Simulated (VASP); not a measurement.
# TaSi2 (P6_222) in VASP: settings compared, part 2 of 2

VASP 6.6.1. Earlier steps stand in the parts before.

## 3. Relaxation of cell and atoms, PBEsol

This run uses another cell than the first one, of 14.43 Å³/atom, 1.024 times its volume.

INCAR

```
PREC     = Accurate       # precision mode
ENCUT    = 600            # plane-wave cutoff, eV
EDIFF    = 1E-6           # SCF threshold, eV
ISMEAR   = 1              # smearing method
SIGMA    = 0.1            # smearing width, eV
LREAL    = False          # projectors in reciprocal space
LASPH    = True           # aspherical terms in the spheres
NELM     = 80             # most SCF steps
ALGO     = Normal         # electronic algorithm
ISIF     = 3              # what is computed and relaxed
LWAVE    = False          # write WAVECAR
LCHARG   = False          # write CHGCAR
GGA      = PS             # functional
IBRION   = 2              # ionic algorithm
NSW      = 90             # ionic steps
EDIFFG   = -0.01          # ionic threshold
KPAR     = 4
```

KPOINTS

```
regular mesh
0
Gamma
  9 9 6
```

POSCAR

```
TaSi2
1.0
    4.7800000000      0.0000000000      0.0000000000
   -2.3900000000      4.1396014301      0.0000000000
    0.0000000000      0.0000000000      6.5640000000
Ta Si
3 6
Direct
    0.5000000000      0.0000000000      0.5000000000
    0.5000000000      0.5000000000      0.8333333333
    0.0000000000      0.5000000000      0.1666666667
    0.1666500000      0.3333000000      0.5000000000
    0.8333500000      0.1666500000      0.8333333333
    0.6667000000      0.8333500000      0.1666666667
    0.8333500000      0.6667000000      0.5000000000
    0.1666500000      0.8333500000      0.8333333333
    0.3333000000      0.1666500000      0.1666666667
```

Potentials or basis: VASP PAW PBE potentials, release 64 (Ta_pv, Si).

On the command line:

```console
$ cat potpaw_PBE.64/Ta_pv/POTCAR potpaw_PBE.64/Si/POTCAR > POTCAR
$ mpirun -np 4 vasp_std > vasp.out
```

OUTCAR:

```text
PREC = Accurate
   ENCUT = 600
   EDIFF = 1E-6
   ISMEAR = 1
   LREAL = False
   LASPH = True
   NELM = 80
   ISIF = 3
   GGA = PS
   IBRION = 2
   NSW = 90
   EDIFFG = -0.01

 ion  position               nearest neighbor table
   1  0.500  0.000  0.500-   6 2.59   9 2.59   8 2.59   5 2.59   4 2.76   7 2.76   7 2.76   4 2.76
                             4 2.76   7 2.76   2 3.24   2 3.24   3 3.24   3 3.24
   2  0.500  0.500  0.833-   4 2.59   7 2.59   6 2.59   9 2.59   8 2.76   5 2.76   8 2.76   5 2.76
                             8 2.76   5 2.76   1 3.24   1 3.24   3 3.24   3 3.24
   3  0.000  0.500  0.167-   4 2.59   7 2.59   5 2.59   8 2.59   6 2.76   9 2.76   9 2.76   6 2.76
                             6 2.76   9 2.76   1 3.24   1 3.24   2 3.24   2 3.24
   4  0.167  0.333  0.500-   5 2.59   9 2.59   3 2.59   2 2.59   7 2.76   1 2.76   1 2.76   1 2.76
                             7 2.76   7 2.76
   5  0.833  0.167  0.833-   4 2.59   6 2.59   1 2.59   3 2.59   8 2.76   2 2.76   2 2.76   2 2.76
                             8 2.76   8 2.76
   6  0.667  0.833  0.167-   7 2.59   5 2.59   1 2.59   2 2.59   9 2.76   3 2.76   3 2.76   3 2.76
                             9 2.76   9 2.76
   7  0.833  0.667  0.500-   8 2.59   6 2.59   3 2.59   2 2.59   4 2.76   1 2.76   1 2.76   1 2.76
                             4 2.76   4 2.76
   8  0.167  0.833  0.833-   7 2.59   9 2.59   1 2.59   3 2.59   5 2.76   2 2.76   2 2.76   2 2.76
                             5 2.76   5 2.76
   9  0.333  0.167  0.167-   4 2.59   8 2.59   1 2.59   2 2.59   6 2.76   3 2.76   3 2.76   3 2.76
                             6 2.76   6 2.76

  LATTYP: Found a hexagonal cell.
 ALAT       =     4.7800000000
 C/A-ratio  =     1.3732217573

  Lattice vectors:

 A1 = (   4.7800000000,   0.0000000000,   0.0000000000)
 A2 = (  -2.3900000000,   4.1396014301,   0.0000000000)
 A3 = (   0.0000000000,   0.0000000000,   6.5640000000)

Analysis of symmetry for initial positions (statically):
=====================================================================
 Subroutine PRICEL returns:
 Original cell was already a primitive cell.

 Routine SETGRP: Setting up the symmetry group for a
 hexagonal supercell.

 Subroutine GETGRP returns: Found 12 space group operations
 (whereof  4 operations were pure point group operations)
 out of a pool of 24 trial point group operations.
[... 181 lines left out ...]

  energy without entropy =      -77.17565975  energy(sigma->0) =      -77.18072787

------------------------ aborting loop because EDIFF is reached ----------------------------------------

  FORCE on cell =-STRESS in cart. coord.  units (eV):
  Direction    XX          YY          ZZ          XY          YZ          ZX
  --------------------------------------------------------------------------------------
  -------------------------------------------------------------------------------------
  Total       -1.4082069     -1.4082069      0.6275642      0.0000000      0.0000000      0.0000000
  in kB      -17.3708897    -17.3708897      7.7412968      0.0000000      0.0000000      0.0000000
  external PRESSURE =      -9.0001608 kB  Pullay stress =       0.0000000 kB
[... 110 lines left out ...]
  FREE ENERGIE OF THE ION-ELECTRON SYSTEM (eV)
  ---------------------------------------------------
  free  energy   TOTEN  =       -77.3179819674 eV

  energy  without entropy=      -77.3154051881  energy(sigma->0) =      -77.31712304

[... ionic steps 4 to 7 ...]

--------------------------------------- Ionic step        8  -------------------------------------------

 number of electron      56.9999998 magnetization

------------------------ aborting loop because EDIFF is reached ----------------------------------------
[... 81 lines left out ...]
--------------------------------------- Ionic step       10  -------------------------------------------

 number of electron      56.9999997 magnetization

 Free energy of the ion-electron system (eV)
  ---------------------------------------------------
  ext. energy  EPLUGINS =         0.00000000
  ---------------------------------------------------
  free energy    TOTEN  =       -77.33812387 eV

  energy without entropy =      -77.33609221  energy(sigma->0) =      -77.33744665

 E-fermi :   9.3805     XC(G=0): -12.1963

 val. band max:        9.3678245758   @ k =   0.3333   0.1111   0.5000
 cond. band min:       9.3882122963   @ k =   0.3333   0.2222   0.0000
 fundamental gap:      0.0203877204
 Fermi energy:         9.3805423754

 k-point     1 :       0.0000    0.0000    0.0000
  band No.  band energies     occupation
      1     -24.9160      2.00000
      2     -24.9160      2.00000
      3     -24.9137      2.00000
      4     -24.8411      2.00000
      5     -24.8411      2.00000
      6     -24.7462      2.00000
[... 877 lines left out ...]
     33      11.6530      0.00000
     34      11.7802      0.00000

 [... further k-points ...]

------------------------ aborting loop because EDIFF is reached ----------------------------------------

  FORCE on cell =-STRESS in cart. coord.  units (eV):
  Direction    XX          YY          ZZ          XY          YZ          ZX
  --------------------------------------------------------------------------------------
  -------------------------------------------------------------------------------------
  Total       -0.0536870     -0.0536870      0.0070635      0.0000000      0.0000000      0.0000000
  in kB       -0.6672128     -0.6672128      0.0877845      0.0000000      0.0000000      0.0000000
  external PRESSURE =      -0.4155470 kB  Pullay stress =       0.0000000 kB
[... 24 lines left out ...]
  FREE ENERGIE OF THE ION-ELECTRON SYSTEM (eV)
  ---------------------------------------------------
  free  energy   TOTEN  =       -77.3381238741 eV

  energy  without entropy=      -77.3360922053  energy(sigma->0) =      -77.33744665

 reached required accuracy - stopping structural energy minimisation
```

OSZICAR:

```text
N       E                     dE             d eps       ncg     rms          rms(c)
DAV:   1     0.416371189596E+03    0.41637E+03   -0.30843E+04  3264   0.176E+03
DAV:   2    -0.559061818495E+02   -0.47228E+03   -0.46491E+03  3694   0.417E+02
DAV:   3    -0.789733788691E+02   -0.23067E+02   -0.22761E+02  4128   0.759E+01
DAV:   4    -0.794492624262E+02   -0.47588E+00   -0.46993E+00  4024   0.107E+01
[... 76 lines left out ...]
DAV:   1    -0.773382197954E+02   -0.11647E-03   -0.39988E-03  3686   0.433E-01    0.766E-02
DAV:   2    -0.773381417283E+02    0.78067E-04   -0.26099E-04  3852   0.100E-01    0.284E-02
DAV:   3    -0.773381264499E+02    0.15278E-04   -0.33711E-05  4206   0.355E-02    0.884E-03
DAV:   4    -0.773381243857E+02    0.20642E-05   -0.54897E-06  3518   0.103E-02    0.397E-03
DAV:   5    -0.773381238741E+02    0.51164E-06   -0.98288E-07  2004   0.649E-03
  10 F= -.77338124E+02 E0= -.77337447E+02  d E =-.207682E-04
```

CONTCAR:

```text
TaSi2
   1.00000000000000
     4.7639916917725573    0.0000000000000000   -0.0000000000000000
    -2.3819958458862787    4.1257378285033139    0.0000000000000000
     0.0000000000000000    0.0000000000000000    6.5590777227359984
  Ta              Si
     3     6
Direct
     0.5000000000000000    0.0000000000000000    0.5000000000000000
     0.5000000000000000    0.5000000000000000    0.8333333332999970
     1.0000000000000000    0.5000000000000000    0.1666666667000030
     0.1591080603856231    0.3182161207712533    0.5000000000000000
     0.8408919396143767    0.1591080603856231    0.8333333332999970
     0.6817838792287465    0.8408919396143769    0.1666666667000030
     0.8408919396143769    0.6817838792287467    0.5000000000000000
     0.1591080603856233    0.8408919396143769    0.8333333332999970
     0.3182161207712536    0.1591080603856231    0.1666666667000030

  0.00000000E+00  0.00000000E+00  0.00000000E+00
  0.00000000E+00  0.00000000E+00  0.00000000E+00
  0.00000000E+00  0.00000000E+00  0.00000000E+00
  0.00000000E+00  0.00000000E+00  0.00000000E+00
  0.00000000E+00  0.00000000E+00  0.00000000E+00
  0.00000000E+00  0.00000000E+00  0.00000000E+00
  0.00000000E+00  0.00000000E+00  0.00000000E+00
  0.00000000E+00  0.00000000E+00  0.00000000E+00
  0.00000000E+00  0.00000000E+00  0.00000000E+00
```

It took 3.2 min on 4 MPI ranks of Intel Xeon 6975P-C (Granite Rapids), shared host; peak memory 0.45 GiB.

Results:

* Free energy: -77.3381 eV
* Relaxed volume: 14.32 Å³/atom
* Relaxed cell: a = 4.764 Å, b = 4.764 Å, c = 6.559 Å, α = 90.00°, β = 90.00°, γ = 120.00°
* Space group after relaxing (to 0.05 Å): P6_222 (No. 180)
* Energy gained by relaxing: 17.2 meV/atom
* Ionic steps: 10
* Pressure after relaxing: 0.0 GPa
* Largest force after relaxing: 0.004 eV/Å
* Band gap on the k mesh: none (metal or under the smearing width)

Forces on the atoms (eV/Å):
```
Ta   0.000  0.000  0.000
Ta   0.000  0.000  0.000
Ta   0.000  0.000  0.000
Si   0.000  0.004  0.000
Si  -0.003  0.002  0.000
Si  -0.003 -0.002  0.000
Si   0.000 -0.004  0.000
Si   0.003 -0.002  0.000
Si   0.003  0.002  0.000
```

Step by step:
| step | energy change (eV) | largest force (eV/Å) | pressure (GPa) | volume (Å³) |
| --- | --- | --- | --- | --- |
| 1 | 0.0000 | 0.7599 | -0.90 | 129.88 |
| 2 | -0.1253 | 0.3241 | 0.71 | 128.36 |
| 3 | -0.1347 | 0.1391 | 1.43 | 127.83 |
| 4 | -0.1486 | 0.0814 | -1.52 | 129.90 |
| 5 | -0.1528 | 0.0102 | -0.60 | 129.22 |
| 6 | -0.1525 | 0.0128 | 0.72 | 128.49 |
| 7 | -0.1548 | 0.0113 | 0.03 | 128.87 |
| 8 | -0.1548 | 0.0113 | 0.04 | 128.86 |
| 9 | -0.1548 | 0.0114 | 0.06 | 128.85 |
| 10 | -0.1549 | 0.0036 | -0.04 | 128.92 |

Final structure:
```
CELL_PARAMETERS angstrom
4.76399 0.00000 0.00000
-2.38200 4.12574 0.00000
0.00000 0.00000 6.55908
ATOMIC_POSITIONS crystal
Ta 0.50000 0.00000 0.50000
Ta 0.50000 0.50000 0.83333
Ta 0.00000 0.50000 0.16667
Si 0.15911 0.31822 0.50000
Si 0.84089 0.15911 0.83333
Si 0.68178 0.84089 0.16667
Si 0.84089 0.68178 0.50000
Si 0.15911 0.84089 0.83333
Si 0.31822 0.15911 0.16667
```

Levels at points of the mesh, in eV from the Fermi level:
```
           k point  band 25  band 26  band 27  band 28  band 29  band 30  band 31  band 32  band 33  band 34
(0.00, 0.00, 0.00)    -2.53    -2.41    -2.22    -2.22    -1.48     0.70     3.00     3.00     3.50     3.59
(0.00, 0.00, 0.50)    -2.28    -1.99    -1.77    -1.77     1.11     1.11     2.67     2.67     3.44     3.51
```

Caveat: the PAW data sets were made with another functional, which shifts forces and pressure a little.

## 4. Relaxation of cell and atoms, PBEsol

This run uses another cell than the first one, of 14.32 Å³/atom, 1.017 times its volume.

Changes to INCAR since step 3:

```diff
@@ -2,3 +2,3 @@
 ENCUT    = 600            # plane-wave cutoff, eV
-EDIFF    = 1E-6           # SCF threshold, eV
+EDIFF    = 1E-7           # SCF threshold, eV
 ISMEAR   = 1              # smearing method
@@ -15,3 +15,3 @@
 NSW      = 90             # ionic steps
-EDIFFG   = -0.01          # ionic threshold
+EDIFFG   = -0.005         # ionic threshold
 KPAR     = 4
```

KPOINTS is that of step 3.

POSCAR

```
TaSi2                                   
1.0
    4.7639916918      0.0000000000     -0.0000000000
   -2.3819958459      4.1257378285      0.0000000000
    0.0000000000      0.0000000000      6.5590777227
  Ta              Si            
     3     6
Direct
     0.5000000000000000    0.0000000000000000    0.5000000000000000
     0.5000000000000000    0.5000000000000000    0.8333333332999970
     1.0000000000000000    0.5000000000000000    0.1666666667000030
     0.1591080603856231    0.3182161207712533    0.5000000000000000
     0.8408919396143767    0.1591080603856231    0.8333333332999970
     0.6817838792287465    0.8408919396143769    0.1666666667000030
     0.8408919396143769    0.6817838792287467    0.5000000000000000
     0.1591080603856233    0.8408919396143769    0.8333333332999970
     0.3182161207712536    0.1591080603856231    0.1666666667000030
```

Potentials or basis: VASP PAW PBE potentials, release 64 (Ta_pv, Si).

On the command line:

```console
$ cat potpaw_PBE.64/Ta_pv/POTCAR potpaw_PBE.64/Si/POTCAR > POTCAR
$ mpirun -np 4 vasp_std > vasp.out
```

OUTCAR:

```text
PREC = Accurate
   ENCUT = 600
   EDIFF = 1E-7
   ISMEAR = 1
   LREAL = False
   LASPH = True
   NELM = 80
   ISIF = 3
   GGA = PS
   IBRION = 2
   NSW = 90
   EDIFFG = -0.005

 ion  position               nearest neighbor table
   1  0.500  0.000  0.500-   6 2.60   9 2.60   8 2.60   5 2.60   4 2.72   7 2.72   7 2.72   4 2.72
                             4 2.81   7 2.81   2 3.23   2 3.23   3 3.23   3 3.23
   2  0.500  0.500  0.833-   4 2.60   7 2.60   6 2.60   9 2.60   5 2.72   8 2.72   8 2.72   5 2.72
                             8 2.81   5 2.81   1 3.23   1 3.23   3 3.23   3 3.23
   3  0.000  0.500  0.167-   4 2.60   7 2.60   5 2.60   8 2.60   9 2.72   6 2.72   9 2.72   6 2.72
                             6 2.81   9 2.81   1 3.23   1 3.23   2 3.23   2 3.23
   4  0.159  0.318  0.500-   5 2.55   9 2.55   3 2.60   2 2.60   7 2.63   1 2.72   1 2.72   1 2.81
                             7 2.81   7 2.81
   5  0.841  0.159  0.833-   4 2.55   6 2.55   1 2.60   3 2.60   8 2.63   2 2.72   2 2.72   2 2.81
                             8 2.81   8 2.81
   6  0.682  0.841  0.167-   7 2.55   5 2.55   1 2.60   2 2.60   9 2.63   3 2.72   3 2.72   3 2.81
                             9 2.81   9 2.81
   7  0.841  0.682  0.500-   8 2.55   6 2.55   3 2.60   2 2.60   4 2.63   1 2.72   1 2.72   1 2.81
                             4 2.81   4 2.81
   8  0.159  0.841  0.833-   7 2.55   9 2.55   1 2.60   3 2.60   5 2.63   2 2.72   2 2.72   2 2.81
                             5 2.81   5 2.81
   9  0.318  0.159  0.167-   4 2.55   8 2.55   1 2.60   2 2.60   6 2.63   3 2.72   3 2.72   3 2.81
                             6 2.81   6 2.81

  LATTYP: Found a hexagonal cell.
 ALAT       =     4.7639916918
 C/A-ratio  =     1.3768029306

[... 209 lines left out ...]
  external PRESSURE =      -0.4074266 kB  Pullay stress =       0.0000000 kB
[... 73 lines left out ...]
--------------------------------------- Ionic step        3  -------------------------------------------

 number of electron      56.9999997 magnetization

 Free energy of the ion-electron system (eV)
  ---------------------------------------------------
  ext. energy  EPLUGINS =         0.00000000
  ---------------------------------------------------
  free energy    TOTEN  =       -77.33803252 eV

  energy without entropy =      -77.33599484  energy(sigma->0) =      -77.33735329

 E-fermi :   9.3843     XC(G=0): -12.1979

 val. band max:        9.3718886348   @ k =   0.3333   0.1111   0.5000
 cond. band min:       9.3915724716   @ k =   0.3333   0.2222   0.0000
 fundamental gap:      0.0196838368
 Fermi energy:         9.3842755902

 k-point     1 :       0.0000    0.0000    0.0000
  band No.  band energies     occupation
      1     -24.9118      2.00000
      2     -24.9118      2.00000
      3     -24.9092      2.00000
      4     -24.8365      2.00000
      5     -24.8365      2.00000
      6     -24.7417      2.00000
[... 877 lines left out ...]
     33      11.6575      0.00000
     34      11.7854      0.00000

 [... further k-points ...]

------------------------ aborting loop because EDIFF is reached ----------------------------------------

  FORCE on cell =-STRESS in cart. coord.  units (eV):
  Direction    XX          YY          ZZ          XY          YZ          ZX
  --------------------------------------------------------------------------------------
  -------------------------------------------------------------------------------------
  Total        0.0101054      0.0101054      0.0272315      0.0000000     -0.0000000      0.0000000
  in kB        0.1256300      0.1256300      0.3385402      0.0000000     -0.0000000      0.0000000
  external PRESSURE =       0.1966001 kB  Pullay stress =       0.0000000 kB
[... 24 lines left out ...]
  FREE ENERGIE OF THE ION-ELECTRON SYSTEM (eV)
  ---------------------------------------------------
  free  energy   TOTEN  =       -77.3380325206 eV

  energy  without entropy=      -77.3359948394  energy(sigma->0) =      -77.33735329

 reached required accuracy - stopping structural energy minimisation
```

CONTCAR:

```text
TaSi2
   1.00000000000000
     4.7631440376815029    0.0000000000000000    0.0000000000000000
    -2.3815720188407514    4.1250037384997675    0.0000000000000000
     0.0000000000000000    0.0000000000000000    6.5592543491777890
  Ta              Si
     3     6
Direct
     0.5000000000000000    0.0000000000000000    0.5000000000000000
     0.5000000000000000    0.5000000000000000    0.8333333332999970
     0.0000000000000000    0.5000000000000000    0.1666666667000030
     0.1591214912178063    0.3182429824356268    0.5000000000000000
     0.8408785087821937    0.1591214912178063    0.8333333332999970
     0.6817570175643732    0.8408785087821937    0.1666666667000030
     0.8408785087821937    0.6817570175643732    0.5000000000000000
     0.1591214912178063    0.8408785087821937    0.8333333332999970
     0.3182429824356268    0.1591214912178063    0.1666666667000030

  0.00000000E+00  0.00000000E+00  0.00000000E+00
  0.00000000E+00  0.00000000E+00  0.00000000E+00
  0.00000000E+00  0.00000000E+00  0.00000000E+00
  0.00000000E+00  0.00000000E+00  0.00000000E+00
  0.00000000E+00  0.00000000E+00  0.00000000E+00
  0.00000000E+00  0.00000000E+00  0.00000000E+00
  0.00000000E+00  0.00000000E+00  0.00000000E+00
  0.00000000E+00  0.00000000E+00  0.00000000E+00
  0.00000000E+00  0.00000000E+00  0.00000000E+00
```

Run time: 75 s. Hardware: 4 MPI ranks of Intel Xeon 6975P-C (Granite Rapids), shared host; peak memory 0.43 GiB.

What came out:

| Property | Result |
| --- | --- |
| Free energy | -77.3380 eV |
| Relaxed volume | 14.32 Å³/atom |
| Relaxed cell | a = 4.763 Å, b = 4.763 Å, c = 6.559 Å, α = 90.00°, β = 90.00°, γ = 120.00° |
| Space group after relaxing (to 0.05 Å) | P6_222 (No. 180) |
| Energy gained by relaxing | 0.0 meV/atom |
| Ionic steps | 3 |
| Pressure after relaxing | 0.0 GPa |
| Band gap on the k mesh | none (metal or under the smearing width) |

Forces in eV/Å, atoms in the order of the input:
```
Ta   0.000  0.000  0.000
Ta   0.000  0.000  0.000
Ta   0.000  0.000  0.000
Si   0.000  0.003  0.000
Si  -0.002  0.001  0.000
Si  -0.002 -0.001  0.000
Si   0.000 -0.003  0.000
Si   0.002 -0.001  0.000
Si   0.002  0.001  0.000
```

Final structure:
```
Ta Si
1.0
     4.76314    0.00000    0.00000
    -2.38157    4.12500    0.00000
     0.00000    0.00000    6.55925
Ta Si
3 6
Cartesian
  2.3816 0.0000 3.2796
  1.1908 2.0625 5.4660
  -1.1908 2.0625 1.0932
  0.0000 1.3128 3.2796
  3.6263 0.6564 5.4660
  1.2447 3.4686 1.0932
  2.3816 2.8123 3.2796
  -1.2447 3.4686 5.4660
  1.1369 0.6564 1.0932
```

Caveat: the PAW data sets were made with another functional, which shifts forces and pressure a little.
